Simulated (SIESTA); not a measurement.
Crystal: PbS (Galena).

```
Pb S
1.0
     0.00000    2.96575    2.96575
     2.96575    0.00000    2.96575
     2.96575    2.96575    0.00000
Pb S
1 1
Direct
  0.00000 0.00000 0.00000
  0.50000 0.50000 0.50000
```

Base run:

```yaml
Program: SIESTA 5.4.2
Functional: PBE
Potentials_or_basis: PseudoDojo 0.4 standard (PBE files)
Basis: SZ (energy shift 0.002 Ry)
Grid_cutoff: 500 Ry
Energy_shift: 0.002 Ry
k_mesh: 8 × 8 × 8
Occupations: fermi-dirac, width 0.05 eV
Spin: no spin polarisation
```

Its results: band gap on the k mesh 0.59 eV, direct; pressure 7.2 GPa.

The run is repeated on the same cell with these changes: functional from PBE to vdW-DF; basis from SZ (energy shift 0.002 Ry) to DZP (energy shift 0.002 Ry; radii capped at 9.5 bohr). What comes out?

Band gap on the k mesh 0.57 eV, direct; pressure 6.1 GPa.

Several settings changed at once, so the effect can't be laid on one alone.

Caveats: spin-orbit coupling is left out, which as a rule narrows the gap of such compounds by several tenths of an eV; the basis of atomic orbitals isn't converged, which shifts pressures, moduli and gaps; the basis has no polarisation orbitals (some runs); semicore shells carry a single zeta, which can move pressures by several GPa and volumes by a few percent (some runs); the potentials were made for another functional, which shifts forces and pressure (some runs).

Not every run made on this cell is shown here.
